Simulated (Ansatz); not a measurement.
# Pb in Ansatz: a series of runs

The runs below take Pb through single point, with PBE, LDA, PBEsol.

Program: Ansatz 0.2.0. These are calculated values, not measurements. Logs are shortened: lines on timing, memory, paths and dates and some standing lists are left out, and cuts for length are marked.

## (1) The structure

The cell holds a slab with vacuum, 4 atoms: a = 3.480 Å, b = 3.480 Å, c = 23.385 Å, α = 90.00°, β = 90.00°, γ = 120.00°.

The slab is cut from a database's or a generator's crystal, which needn't be the stable form of the element.

## (2) Single point, PBE

input.yaml

```yaml
crystal:
  lattice:
    - [3.4800006906, 0.0, 0.0]
    - [-1.7400003453, 3.0137690032, 0.0]
    - [0.0, 0.0, 23.385]
  atoms:
    - { symbol: Pb, position: [0.6666666667, 0.3333333334, 0.3207184092] }
    - { symbol: Pb, position: [0.3333333333, 0.6666666666, 0.4402394697] }
    - { symbol: Pb, position: [0.6666666667, 0.3333333334, 0.5597605303] }
    - { symbol: Pb, position: [0.3333333333, 0.6666666666, 0.6792815908] }
kpoints:
  mp_grid: { grid: [9, 9, 1] }
scf:
  occupations: { method: fermi_dirac, width: 0.05 }
hamiltonian:
  xc: pbe
  pseudopotentials: { kind: all_electron, lapw: { basis_error: 0.002 } }
output:
  forces: true
  stress: true
  eigenvalues: true
```

Potentials or basis: all-electron LAPW, scalar-relativistic.

Started as:

```
$ ansatz run input.yaml --threads 4 --pin off --max-ram 14336MiB --backend cpu --events-out ev --progress --plain --runs-dir out
```

Standard output:

```text
Warning: RAYON_NUM_THREADS=4 ignored (pool sized by the plan → 4); use --threads N
LAPW: plane waves up to 6.238 Å⁻¹, error target 2.0e-3 eV per atom; small_component_spin mean_spin; Pb in spheres of 1.721 Å, 36 of its electrons in bands, Dirac shells [] (how accurate: hamiltonian.pseudopotentials.lapw.basis_error, Limitations)
Engine: ansatz 0.2.0, aarch64-unknown-linux-gnu
Pseudopotentials: kind: all_electron
Pseudopotential: Pb, LAPW, valence charge 36, lapw/all_electron/scalar/gaussian/Pb, Koelling and Harmon's equation, gaussian nucleus
Functional definition: PBE
  parameter kappa = 0.804
  parameter beta = 0.06672455060314922
  exchange = pbe_x(kappa = kappa, mu = beta*pi^2/3)
  correlation = pbe_c(beta = beta)
Crystal: 4 atoms, lattice volume = 245.260 Å³
Basis set: ecut = 148.23271871200362 eV, 989 PW (Γ), exchange–correlation at level 2
Bands: 87, of which v1, the nominal top of the filled ones, is band 72 counted from 1 (71 counted from 0)
Symmetry: 12 space group operations
Space group: P-3m1 (ITA 164), of the structure as read, at distance tolerance 6.3e-5 Å
k-points: 12 of 81
Non-local potential: Pb, projectors of the file, none
Initial density: superposition of atomic densities (neutral atoms: chi_scale 0, normalization atom)
Initial wavefunctions: plane waves of lowest kinetic energy (no species holds an atomic orbital)
Functional: x = pbe(κ = 0.804, μ = 0.2195149727645171), c = pbe(β = 0.06672455060314922)
iter 1 solved again at ethr=5.75e-4 eV; its pass at ethr=1.00e-1 eV (dr2=8.29e-1 eV) is discarded
SCF iter   1: F=—  HF=-2272266.146638 eV  |F-HF|=—  |Δ(HF+E_count)|=         —  Δρ=4.17e-3  dr2=8.29e-1  ethr=5.75e-4  ⟨swp⟩=2.8  Hψ=6484  notcnv=0
preconditioner: auto → LDOS  [insulator: Δε(μ)=0.288 eV  Ē_g=18.528 eV  σ=0.050 eV  W_gap=0.66  n_scr=84 (ndim 8)  ℏωp=17.7 eV  f_vac=0.505  D(μ)=0.76/eV (n_scr^D=4)  ε∞_Penn≈1.9  β→1.0]
SCF iter   2: F=—  HF=-2272266.249103 eV  |F-HF|=—  |Δ(HF+E_count)|=   1.02e-1  Δρ=6.17e-3  dr2=2.54e0  ethr=5.75e-4  ⟨swp⟩=3.0  Hψ=3472  notcnv=0  recentre
SCF iter   3: F=—  HF=-2272266.031451 eV  |F-HF|=—  |Δ(HF+E_count)|=   2.18e-1  Δρ=1.78e-3  dr2=1.74e-1  ethr=5.75e-4  ⟨swp⟩=3.0  Hψ=3019  notcnv=0
iter 4 solved again at ethr=8.31e-7 eV; its pass at ethr=1.21e-4 eV (dr2=1.20e-3 eV) is discarded
SCF iter   4: F=—  HF=-2272266.012140 eV  |F-HF|=—  |Δ(HF+E_count)|=   1.93e-2  Δρ=2.95e-4  dr2=1.19e-3  ethr=8.31e-7  ⟨swp⟩=2.6  Hψ=5367  notcnv=0
SCF iter   5: F=—  HF=-2272266.011829 eV  |F-HF|=—  |Δ(HF+E_count)|=   3.11e-4  Δρ=1.17e-4  dr2=7.06e-5  ethr=8.30e-7  ⟨swp⟩=2.0  Hψ=3087  notcnv=0
SCF iter   6: F=—  HF=-2272266.011854 eV  |F-HF|=—  |Δ(HF+E_count)|=   2.49e-5  Δρ=3.83e-5  dr2=2.79e-5  ethr=4.90e-8  ⟨swp⟩=3.0  Hψ=3138  notcnv=0
SCF iter   7: F=—  HF=-2272266.011853 eV  |F-HF|=—  |Δ(HF+E_count)|=   3.37e-7  Δρ=1.51e-5  dr2=1.05e-6  ethr=1.94e-8  ⟨swp⟩=2.0  Hψ=3088  notcnv=0
SCF iter   8: F=-2272266.011855 eV  HF=-2272266.011855 eV  |F-HF|=1.15e-7  |Δ(HF+E_count)|=   1.12e-6  Δρ=3.53e-6  dr2=3.73e-8  ethr=7.28e-10  ⟨swp⟩=3.0  Hψ=3148  notcnv=0
SCF 1 converged in 8 iterations: F = -2272266.011855 eV  dr2 = 3.73e-8
SCF converged after 8 iterations
Free energy (F): -2272266.011855 eV
Harris-Foulkes:  -2272266.011855 eV  (|F-HF|=1.15e-7)
Internal energy: -2272266.004617 eV  (E = F + TS)
E sigma→0 (E₀):  -2272266.008236 eV
Entropy (-TS):   -0.007238 eV (-1.809 meV/atom)
Fermi energy:    5.801394 eV
--- Per-component energies (eV) ---
  E_band       = -10193.890239
  E_kinetic    = 2619884.902743
  E_xc         = -42321.955491
  E_electrostatic = -4849828.951869  (all electrons and nuclei)
  E_smearing   = -0.007238  (= −TS)
  E_closure    = 0.000000  (closes the sum)
  E_atoms      = -2272252.173406  (free atoms, spherical and without spin; not in F)
  Σ components = -2272266.011855   (vs F -2272266.011855, Δ=0.00e0)
  Basis errors (estimates in eV, not in F): energy 5.6e-4 per atom: plane waves 5.4e-4 (3.0e-4 summed), levels above the bands 2.4e-71, relativity 6.3e-8, radial functions 2.2e-5, core shells 1.8e-9; eigenvalues (radial functions only) 5.3e-6; not estimated: angular momenta, meshes, grids; target (lapw.basis_error) 2.0e-3; muffin-tin radii Pb 1.721 Å
--- Forces (eV/Å), atoms counted from 1 ---
  atom   1  Pb     0.00000000     0.00000000    -0.01979949
  atom   2  Pb     0.00000000    -0.00000000    -0.40937569
  atom   3  Pb    -0.00000000     0.00000000     0.40937569
  atom   4  Pb    -0.00000000    -0.00000000     0.01979949
  max |Σ_I F_I| component: 6.94e-18 eV/Å
--- Stress (GPa, compression-positive) ---
        0.827790       0.000000       0.000000
       -0.000000       0.827790      -0.000000
        0.000000      -0.000000       0.859614
  P = ⅓ Tr σ = 0.8384 GPa (8.384 kbar)
--- Band table (eV; the first three rows and the last of 12) ---
  k-point 0: bands = ["-133.8110", "-133.8110", "-133.7479", "-133.7479", "-122.8488", "-122.8488", "-122.8484", "-122.8484", "-122.8484", "-122.8484", "-122.8473", "-122.8473", "-122.8473", "-122.8473", "-122.8452", "-122.8452", "-122.8452", "-122.8452", "-122.7767", "-122.7767", "-122.7767", "-122.7767", "-122.7758", "-122.7758", "-122.7758", "-122.7758", "-122.7755", "-122.7755", "-122.7755", "-122.7755", "-122.7754", "-122.7754", "-75.6518", "-75.6518", "-75.6389", "-75.6389", "-75.6389", "-75.6389", "-75.5846", "-75.5833", "-75.5833", "-75.5830", "-75.5830", "-75.5825", "-11.2588", "-11.2547", "-11.2199", "-11.2113", "-11.2113", "-11.2034", "-11.2034", "-11.2003", "-11.1896", "-11.1896", "-11.1683", "-11.1683", "-11.1002", "-11.1002", "-11.0543", "-11.0543", "-10.9896", "-10.9896", "-10.9359", "-10.9359", "-5.8382", "-5.1088", "-3.9792", "-2.7108", "2.3637", "4.3946", "6.9214", "8.9161", "9.3520", "10.7814", "10.8246", "11.6778", "11.6778", "12.2375", "12.2375", "12.8954", "12.8954", "12.9650", "13.2923", "13.2923", "13.8486", "14.7850", "15.0113"]
  k-point 1: bands = ["-133.8110", "-133.8110", "-133.7479", "-133.7479", "-122.8488", "-122.8488", "-122.8484", "-122.8484", "-122.8484", "-122.8484", "-122.8473", "-122.8473", "-122.8473", "-122.8473", "-122.8452", "-122.8452", "-122.8452", "-122.8452", "-122.7767", "-122.7767", "-122.7767", "-122.7767", "-122.7758", "-122.7758", "-122.7758", "-122.7758", "-122.7755", "-122.7755", "-122.7755", "-122.7755", "-122.7754", "-122.7754", "-75.6517", "-75.6517", "-75.6392", "-75.6392", "-75.6390", "-75.6390", "-75.5846", "-75.5837", "-75.5834", "-75.5832", "-75.5830", "-75.5825", "-11.2523", "-11.2492", "-11.2199", "-11.2148", "-11.2113", "-11.1858", "-11.1858", "-11.1797", "-11.1762", "-11.1634", "-11.1581", "-11.1413", "-11.1125", "-11.1062", "-11.0614", "-11.0547", "-11.0022", "-10.9894", "-10.9549", "-10.9332", "-5.6220", "-4.8962", "-3.7785", "-2.5348", "2.6027", "4.5859", "7.0491", "9.0548", "9.5179", "9.6054", "10.2784", "10.6880", "10.8922", "11.0133", "11.3813", "11.5722", "11.7620", "12.4973", "13.0959", "13.3098", "14.0281", "14.4825", "14.5330"]
  k-point 2: bands = ["-133.8110", "-133.8110", "-133.7479", "-133.7479", "-122.8488", "-122.8488", "-122.8484", "-122.8484", "-122.8484", "-122.8484", "-122.8473", "-122.8473", "-122.8473", "-122.8473", "-122.8452", "-122.8452", "-122.8452", "-122.8452", "-122.7767", "-122.7767", "-122.7767", "-122.7767", "-122.7758", "-122.7758", "-122.7758", "-122.7758", "-122.7755", "-122.7755", "-122.7755", "-122.7755", "-122.7754", "-122.7754", "-75.6517", "-75.6517", "-75.6400", "-75.6400", "-75.6392", "-75.6392", "-75.5846", "-75.5845", "-75.5838", "-75.5837", "-75.5832", "-75.5826", "-11.2833", "-11.2743", "-11.2407", "-11.2040", "-11.1975", "-11.1759", "-11.1632", "-11.1542", "-11.1367", "-11.1291", "-11.1179", "-11.0949", "-11.0930", "-11.0691", "-11.0528", "-11.0346", "-11.0100", "-10.9886", "-10.9840", "-10.9278", "-4.9752", "-4.2634", "-3.1861", "-2.0245", "3.2852", "5.0026", "6.6463", "6.7594", "7.9029", "8.2203", "9.0613", "9.6841", "9.8308", "10.1928", "10.4514", "11.3709", "11.5419", "11.6146", "12.6226", "12.9447", "13.2117", "13.6093", "14.3545"]
  k-point 11: bands = ["-133.8109", "-133.8109", "-133.7479", "-133.7479", "-122.8488", "-122.8488", "-122.8484", "-122.8484", "-122.8484", "-122.8484", "-122.8473", "-122.8473", "-122.8473", "-122.8473", "-122.8452", "-122.8452", "-122.8452", "-122.8452", "-122.7767", "-122.7767", "-122.7767", "-122.7767", "-122.7758", "-122.7758", "-122.7758", "-122.7758", "-122.7755", "-122.7755", "-122.7755", "-122.7755", "-122.7754", "-122.7754", "-75.6515", "-75.6515", "-75.6408", "-75.6408", "-75.6408", "-75.6408", "-75.5854", "-75.5852", "-75.5852", "-75.5848", "-75.5832", "-75.5832", "-11.2831", "-11.2346", "-11.2346", "-11.2037", "-11.1792", "-11.1792", "-11.1090", "-11.1090", "-11.0929", "-11.0878", "-11.0821", "-11.0821", "-11.0813", "-11.0507", "-11.0239", "-10.9854", "-10.9854", "-10.9596", "-10.9304", "-10.9304", "-1.3079", "-1.3079", "-1.0744", "-1.0744", "3.2337", "3.7286", "3.7286", "3.9909", "4.8820", "4.8820", "5.0722", "6.1935", "7.7253", "7.7253", "9.6905", "9.6905", "11.2674", "12.4517", "13.2778", "13.2778", "13.8253", "14.4791", "14.4791"]
```

Wall time 7.2 s (4 threads of Arm Neoverse V1, shared host); peak memory 0.54 GiB.

Results:

| Quantity | Value |
| --- | --- |
| Free energy | -2272266.0119 eV |
| Largest force | 0.409 eV/Å |
| Band gap on the k mesh | none (metal or under the smearing width) |
| Work function | 3.80 eV |

Forces in eV/Å, atoms in the order of the input:
```
Pb   0.000  0.000 -0.020
Pb   0.000  0.000 -0.409
Pb   0.000  0.000  0.409
Pb   0.000  0.000  0.020
```

The run has no spin-orbit coupling, so splittings on Pb are missing.

## (3) Single point, LDA

input.yaml, as its differences from that of step 2:

```diff
@@ -15,3 +15,3 @@
 hamiltonian:
-  xc: pbe
+  xc: lda
   pseudopotentials: { kind: all_electron, lapw: { basis_error: 0.002 } }
```

Potentials or basis: all-electron LAPW, scalar-relativistic.

Started as:

```
$ ansatz run input.yaml --threads 4 --pin off --max-ram 14336MiB --backend cpu --events-out ev --progress --plain --runs-dir out
```

It took 6.7 s on 4 threads of Arm Neoverse V1, shared host; peak memory 0.53 GiB.

Results (log left out):

```yaml
Free_energy: -2271050.4963 eV
Largest_force: 0.402 eV/Å
Band_gap_on_the_k_mesh: none (metal or under the smearing width)
Work_function: 4.11 eV
```

Forces on the atoms (eV/Å):
```
Pb   0.000  0.000  0.292
Pb   0.000  0.000 -0.402
Pb   0.000  0.000  0.402
Pb   0.000  0.000 -0.292
```

Stress tensor (GPa, compression positive):
```
-1.40  0.00  0.00
 0.00 -1.40  0.00
 0.00  0.00 -0.86
```

Levels at points of the mesh, in eV from the Fermi level:
| k point | band 68 | band 69 | band 70 | band 71 | band 72 | band 73 | band 74 | band 75 | band 76 | band 77 |
| --- | --- | --- | --- | --- | --- | --- | --- | --- | --- | --- |
| (0.00, 0.00, 0.00) | -8.57 | -3.42 | -1.41 | 1.12 | 3.26 | 3.86 | 5.18 | 5.25 | 5.81 | 5.81 |

## (4) Single point, PBEsol

input.yaml, as its differences from that of step 3:

```diff
@@ -15,3 +15,3 @@
 hamiltonian:
-  xc: lda
+  xc: pbesol
   pseudopotentials: { kind: all_electron, lapw: { basis_error: 0.002 } }
```

Started as:

```
$ ansatz run input.yaml --threads 4 --pin off --max-ram 14336MiB --backend cpu --events-out ev --progress --plain --runs-dir out
```

Run time: 6.8 s. Hardware: 4 threads of Arm Neoverse V1, shared host; peak memory 0.53 GiB.

The run converged. Its results:

```
Free energy            : -2271660.1881 eV
Largest force          : 0.402 eV/Å
Band gap on the k mesh : none (metal or under the smearing width)
Work function          : 3.90 eV
```

Forces in eV/Å, atoms in the order of the input:
```
Pb   0.000  0.000  0.179
Pb   0.000  0.000 -0.402
Pb   0.000  0.000  0.402
Pb   0.000  0.000 -0.179
```

Stress tensor (GPa, compression positive):
```
-0.60  0.00  0.00
 0.00 -0.60  0.00
 0.00  0.00 -0.24
```

Levels at points of the mesh, in eV from the Fermi level:
```
           k point  band 68  band 69  band 70  band 71  band 72  band 73  band 74  band 75  band 76  band 77
(0.00, 0.00, 0.00)    -8.51    -3.44    -1.40     1.15     3.24     3.69     5.06     5.15     5.88     5.88
```

Spin-orbit coupling is left out, which matters for the levels of Pb.

## (5) Summary

```csv
level,gap on the mesh (eV),largest force (eV/Å),work function (eV)
PBE,none,0.41,3.80
LDA,none,0.40,4.11
PBEsol,none,0.40,3.90
```

Alike in all rows: task single point; potentials or basis all-electron LAPW, scalar-relativistic; no spin polarisation; cell as given; k mesh 9 × 9 × 1; cutoff (eV) 148; smearing fermi-dirac 0.05 eV; basis error allowed 0.002 eV/atom.

Every run on the cell as given and a fine mesh finds a metal.

Compare energies only between runs with the same functional and basis.
